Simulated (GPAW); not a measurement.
# AlCo (Pm-3m) in GPAW: equation of state with r2SCAN

Aim: the equation of state of AlCo with r2SCAN.

Everything below comes from runs of GPAW 26.7.0. Logs are shortened: lines on timing, memory, paths and dates and some standing lists are left out, and cuts for length are marked. The log counts tension as positive stress, the text compression.

### Step 1. Starting point

The structure is cubic, space group Pm-3m (No. 221). The conventional cell has a = 2.819 Å, b = 2.819 Å, c = 2.819 Å, α = 90.00°, β = 90.00°, γ = 90.00°. Co (site symmetry m-3m) has 8 Al at 2.44 Å as nearest neighbours. Al (site symmetry m-3m) has 8 Co at 2.44 Å as nearest neighbours.

The cell is a database's computed one.

### Step 2. Equation of state, r2SCAN, collinear spin, ferromagnetic start

Input file run.py:

```python
from ase import Atoms
from ase.eos import EquationOfState
from ase.io import Trajectory
from ase.units import GPa
from gpaw import GPAW, PW

atoms = Atoms(['Co', 'Al'],
              cell=[[2.81940321, 0.0, 0.0],
                    [0.0, 2.81940321, 0.0],
                    [0.0, 0.0, 2.81940321]],
              scaled_positions=[[0.5, 0.5, 0.5],
                                [0.0, 0.0, 0.0]],
              pbc=True)
atoms.set_initial_magnetic_moments([2.0, 0.0])

traj = Trajectory('eos.traj', 'w')
volumes, energies = [], []
for x in [0.94, 0.96, 0.98, 1.0, 1.02, 1.04, 1.06]:
    a = atoms.copy()
    a.set_cell(atoms.cell * x**(1 / 3), scale_atoms=True)
    calc = GPAW(mode=PW(600),
                xc='MGGA_X_R2SCAN+MGGA_C_R2SCAN',
                kpts={'size': (9, 9, 9), 'gamma': True},
                occupations={'name': 'fermi-dirac', 'width': 0.05},
                nbands=15,
                convergence={'density': 1e-05, 'energy': 1e-05},
                maxiter=150,
                txt=f'eos-{x:.2f}.txt')
    a.calc = calc
    energies.append(a.get_potential_energy(force_consistent=True))
    volumes.append(a.get_volume())
    p = -a.get_stress()[:3].mean() / GPa
    calc.write(f'eos-{x:.2f}.gpw')
    traj.write(a)
    print(f'{x:.2f} {volumes[-1]:10.4f} A^3 {energies[-1]:14.6f} eV {p:9.3f} GPa', flush=True)

v0, e0, B = EquationOfState(volumes, energies, eos='birchmurnaghan').fit()
print(f'V0 = {v0:.4f} A^3, E0 = {e0:.6f} eV, B0 = {B / GPa:.2f} GPa')
```

Potentials or basis: GPAW PAW data sets (gpaw-data 1.2.1), pw.

Started as:

```sh
OMP_NUM_THREADS=1 python run.py
```

Output:

```text
__  _  _
 | _ |_)|_||  |
 |__||  | ||/\| - 26.7.0

Input parameters:
  mode=PW(ecut=600.0),
  convergence={'density': 1e-05, 'energy': 1e-05},
  kpts=MonkhorstPack(size=(9, 9, 9), gamma=True),
  maxiter=150,
  nbands=15,
  occupations=Occupations(name='fermi-dirac', width=0.05),
  xc=XC(name='MGGA_X_R2SCAN+MGGA_C_R2SCAN')

Diagonalizing LCAO Hamiltonian
Converting LCAO to pw mode
   .------.
  /|      |
 * |      |
 | .-Co---.
 |/      /
 Al-----*

Atoms  # Å, Bohr magnetons
|   | symbol |        x |        y |        z |    initial magnetic moments |
|---|--------|----------|----------|----------|-----------------------------|
| 0 |     Co | 1.390649 | 1.390649 | 1.390649 | ( 0.0000,  0.0000,  2.0000) |
| 1 |     Al | 0.000000 | 0.000000 | 0.000000 | ( 0.0000,  0.0000,  0.0000) |

Unit cell  # Å
| periodic |        x |        y |        z |  lengths |    angles |
|----------|----------|----------|----------|----------|-----------|
|      yes | 2.781298 | 0.000000 | 0.000000 | 2.781298 | 90.000000 |
|      yes | 0.000000 | 2.781298 | 0.000000 | 2.781298 | 90.000000 |
|      yes | 0.000000 | 0.000000 | 2.781298 | 2.781298 | 90.000000 |

Number of symmetries: 48
Symmetry operations  # r_c * U_cc + t_c -> r_c
|    | kind |            matrix            |
|----|------|------------------------------|
|  0 |  E   |  1, 0, 0,  0, 1, 0,  0, 0, 1 |
|  1 |  σ   |  1, 0, 0,  0, 1, 0,  0, 0,-1 |
|  2 |  σ   |  1, 0, 0,  0, 0, 1,  0, 1, 0 |
|  3 |  C4  |  1, 0, 0,  0, 0, 1,  0,-1, 0 |
|  4 |  C4  |  1, 0, 0,  0, 0,-1,  0, 1, 0 |
|  5 |  σ   |  1, 0, 0,  0, 0,-1,  0,-1, 0 |
|  6 |  σ   |  1, 0, 0,  0,-1, 0,  0, 0, 1 |
|  7 |  C2  |  1, 0, 0,  0,-1, 0,  0, 0,-1 |
|  8 |  σ   |  0, 1, 0,  1, 0, 0,  0, 0, 1 |
|  9 |  C2  |  0, 1, 0,  1, 0, 0,  0, 0,-1 |
| 10 |  C3  |  0, 1, 0,  0, 0, 1,  1, 0, 0 |
| 11 |  S6  |  0, 1, 0,  0, 0, 1, -1, 0, 0 |
| 12 |  S6  |  0, 1, 0,  0, 0,-1,  1, 0, 0 |
| 13 |  C3  |  0, 1, 0,  0, 0,-1, -1, 0, 0 |
| 14 |  C4  |  0, 1, 0, -1, 0, 0,  0, 0, 1 |
| 15 |  S4  |  0, 1, 0, -1, 0, 0,  0, 0,-1 |
| 16 |  C3  |  0, 0, 1,  1, 0, 0,  0, 1, 0 |
| 17 |  S6  |  0, 0, 1,  1, 0, 0,  0,-1, 0 |
| 18 |  σ   |  0, 0, 1,  0, 1, 0,  1, 0, 0 |
| 19 |  C4  |  0, 0, 1,  0, 1, 0, -1, 0, 0 |
| 20 |  C2  |  0, 0, 1,  0,-1, 0,  1, 0, 0 |
| 21 |  S4  |  0, 0, 1,  0,-1, 0, -1, 0, 0 |
| 22 |  S6  |  0, 0, 1, -1, 0, 0,  0, 1, 0 |
| 23 |  C3  |  0, 0, 1, -1, 0, 0,  0,-1, 0 |
| 24 |  S6  |  0, 0,-1,  1, 0, 0,  0, 1, 0 |
| 25 |  C3  |  0, 0,-1,  1, 0, 0,  0,-1, 0 |
| 26 |  C4  |  0, 0,-1,  0, 1, 0,  1, 0, 0 |
| 27 |  σ   |  0, 0,-1,  0, 1, 0, -1, 0, 0 |
| 28 |  S4  |  0, 0,-1,  0,-1, 0,  1, 0, 0 |
| 29 |  C2  |  0, 0,-1,  0,-1, 0, -1, 0, 0 |
| 30 |  C3  |  0, 0,-1, -1, 0, 0,  0, 1, 0 |
| 31 |  S6  |  0, 0,-1, -1, 0, 0,  0,-1, 0 |
| 32 |  C4  |  0,-1, 0,  1, 0, 0,  0, 0, 1 |
| 33 |  S4  |  0,-1, 0,  1, 0, 0,  0, 0,-1 |
[... 121 lines left out ...]
  Maximum mixing coefficient: 0.75
  Old densities: 10
  SVD Regularization: 0.005
  Good broyden scale: 1.0
  Trust region scale: 1.0
  Backstep threshold: 4.0
  History deletion threshold: 6.0
  Fourier metric: weight=20.0, sigma=0.015

occupation numbers:
  Fermi-Dirac:
    width: 0.0500  # eV

poisson solver:
  ecut: 4800.0  # eV

xc functional:
  name: MGGA_X_R2SCAN+MGGA_C_R2SCAN with 2 nearest neighbor stencil

convergence criteria:
- Maximum integral of absolute [dens]ity change: 1e-05 electrons / valence electron
- Maximum [total energy] change in last 3 cyles: 1e-05 eV / valence electron
- Maximum integral of absolute [eigenst]ate change: 4e-08 eV^2 / valence electron
maximum number of iterations: 150

SCF iterations
|iter     | |      energy | eigst |  dens |  magmom |
|---------|-|-------------|-------|-------|---------|
|iter:   1| |  -20.065027 | +0.58 |       |  +2.0067|
|iter:   2| |  -20.805037 | -1.18 | -0.85 |  +1.9537|
|iter:   3| |  -21.152520 | -1.73 | -0.87 |  +1.1329|
|iter:   4| |  -21.232397 | -1.95 | -1.07 |  +0.3268|
|iter:   5| |  -21.264247 | -2.56 | -1.13 |  +0.4299|
|iter:   6| |  -21.290699 | -2.99 | -1.42 |  +0.1118|
|iter:   7| |  -21.308834 | -3.03 | -1.62 |  +0.2745|
|iter:   8| |  -21.315545 | -3.82 | -1.96 |  +0.1511|
|iter:   9| |  -21.322786 | -3.78 | -2.18 |  +0.1435|
|iter:  10| |  -21.327902 | -3.92 | -2.43 |  +0.0780|
|iter:  11| |  -21.328967 | -4.41 | -2.91 |  +0.0786|
|iter:  12| |  -21.329441 | -4.57 | -3.08 |  +0.0642|
|iter:  13| |  -21.329779 | -4.78 | -3.32 |  +0.0514|
|iter:  14| |  -21.330094 | -5.02 | -3.28 |  +0.0377|
|iter:  15| |  -21.330230 | -5.49 | -3.32 |  +0.0317|
|iter:  16| |  -21.330492 | -4.53 | -3.38 |  +0.0065|
|iter:  17| |  -21.330538 | -5.65 | -3.56 |  +0.0077|
|iter:  18| |  -21.330546c| -5.32 | -3.81 |  -0.0026|
|iter:  19| |  -21.330560c| -6.24 | -3.99 |  -0.0023|
|iter:  20| |  -21.330560c| -6.34 | -4.06 |  +0.0011|
|iter:  21| |  -21.330560c| -7.12 | -4.12 |  +0.0025|
|iter:  22| |  -21.330561c| -7.07 | -4.25 |  +0.0008|
|iter:  23| |  -21.330561c| -7.27 | -4.89 |  -0.0001|
|iter:  24| |  -21.330561c| -7.55c| -5.20c|  -0.0001|

Converged in 24 steps
Energy contributions relative to reference atoms: (reference = -44506.133171)

Energy contributions:
  Kinetic:          25.627177
  Coulomb:         -18.723084
  Zero:             -0.094296
  External:          0.000000
  Xc:              -28.137954
  Entropy:          -0.004808
  Spinorbit:         0.000000
  ----------------------------
  Free energy:     -21.332965
  Extrapolated:    -21.330561

dipole moment: (-4.731707, -4.731707, -4.731707)  # |e|*Ang

Total magnetic moment: (0.000000, 0.000000, -0.000106)

Local magnetic moments
|        x |        y |         z |
|----------|----------|-----------|
| 0.000000 | 0.000000 | -0.000173 |  # Co   0
| 0.000000 | 0.000000 |  0.000036 |  # Al   1

Fermi level: 11.109
Eigenvalues  # (at kpt = [0.000, 0.000, 0.000])
| band index |      eig [eV] | occ [0-1] |      eig [eV] | occ [0-1] |
|------------|---------------|-----------|---------------|-----------|
|          0 |        -1.256 |     1.000 |        -1.256 |     1.000 |
|          1 |         7.630 |     1.000 |         7.630 |     1.000 |
|          2 |         7.630 |     1.000 |         7.630 |     1.000 |
|          3 |         9.926 |     1.000 |         9.926 |     1.000 |
|          4 |         9.926 |     1.000 |         9.926 |     1.000 |
|          5 |         9.926 |     1.000 |         9.926 |     1.000 |
|          6 |        17.737 |     0.000 |        17.737 |     0.000 |
|          7 |        17.737 |     0.000 |        17.737 |     0.000 |
|          8 |        17.737 |     0.000 |        17.737 |     0.000 |
|          9 |        20.424 |     0.000 |        20.424 |     0.000 |
|         10 |        20.424 |     0.000 |        20.424 |     0.000 |
|         11 |        28.941 |     0.000 |        28.941 |     0.000 |
|         12 |        34.820 |     0.000 |        34.820 |     0.000 |
|         13 |        34.820 |     0.000 |        34.820 |     0.000 |
|         14 |        34.820 |     0.000 |        34.820 |     0.000 |

No gap
No difference between direct/indirect transitions

Stress tensor  # eV/Ang^3
|         x |         y |         z |
|-----------|-----------|-----------|
| -0.067752 |  0.000000 |  0.000000 |
|  0.000000 | -0.067752 |  0.000000 |
|  0.000000 |  0.000000 | -0.067752 |

# Writing to eos-0.96.gpw (mode='')
```

eos-0.98.txt:

```text
SCF iterations
|iter     | |      energy | eigst |  dens |  magmom |
|---------|-|-------------|-------|-------|---------|
|iter:   1| |  -20.130766 | +0.56 |       |  +2.0067|
|iter:   2| |  -20.855834 | -1.18 | -0.85 |  +1.9547|
|iter:   3| |  -21.175645 | -1.75 | -0.87 |  +1.1867|
|iter:   4| |  -21.472304 | -1.59 | -1.06 |  +0.3779|
[... 67 lines left out ...]
|         13 |        34.263 |     0.000 |        34.263 |     0.000 |
|         14 |        34.263 |     0.000 |        34.263 |     0.000 |

No gap
No difference between direct/indirect transitions

Stress tensor  # eV/Ang^3
|         x |         y |         z |
|-----------|-----------|-----------|
| -0.037165 | -0.000000 |  0.000000 |
| -0.000000 | -0.037165 |  0.000000 |
|  0.000000 |  0.000000 | -0.037165 |

# Writing to eos-0.98.gpw (mode='')
```

Run time: 15 min. Hardware: 1 thread of Arm Neoverse V1, shared host; peak memory 0.72 GiB.

Results:

```
Equilibrium volume : 11.33 Å³/atom (rough: see the caveat)
Bulk modulus       : 199 GPa (rough)
```

Energy against volume, from the lowest point:
| volume (Å³/atom) | energy (meV/atom) |
| --- | --- |
| 10.533 | 39.17 |
| 10.758 | 19.22 |
| 10.982 | 6.48 |
| 11.206 | 0.42 |
| 11.430 | 0.00 |
| 11.654 | 4.84 |
| 11.878 | 14.62 |

Caveat: the points scatter about the fit; the PAW data sets were made with another functional, which shifts forces and pressure a little.
